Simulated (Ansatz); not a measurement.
## Ga, hcp: how the functional moves the structure

All rows: Ansatz, plane waves with scalar-relativistic PAW, 420 eV (500 eV for the SCAN forms), relaxed under each functional, no dispersion correction, no zero-point motion. B₀ comes from uniform scaling at fixed shape; a dash is a value not given.

| functional | V (Å³/atom) | cell | B₀ (GPa) | magnetic state | ΔE to alpha-Ga (Cmce) (meV/atom) |
| --- | --- | --- | --- | --- | --- |
| PBE | 19.09 | a = 3.034 Å, c = 4.789 Å (c/a = 1.578) | 47 | spin not included | 31 |
| r²SCAN | 18.02 | a = 2.976 Å, c = 4.698 Å (c/a = 1.579) | 56 | spin not included | 160 |
| PBEsol | 17.85 | a = 2.965 Å, c = 4.689 Å (c/a = 1.582) | 58 | spin not included | 31 |
| LDA | 17.26 | a = 2.934 Å, c = 4.632 Å (c/a = 1.579) | 63 | spin not included | 63 |
| revPBE | 19.62 | a = 3.062 Å, c = 4.832 Å (c/a = 1.578) | 43 | spin not included | 28 |
| RPBE | 19.83 | a = 3.074 Å, c = 4.848 Å (c/a = 1.577) | 42 | spin not included | 26 |
| BLYP | 21.98 | a = 3.204 Å, c = 4.944 Å (c/a = 1.543) | 29 | spin not included | 85 |

LDA gives the smallest volume and BLYP the largest.
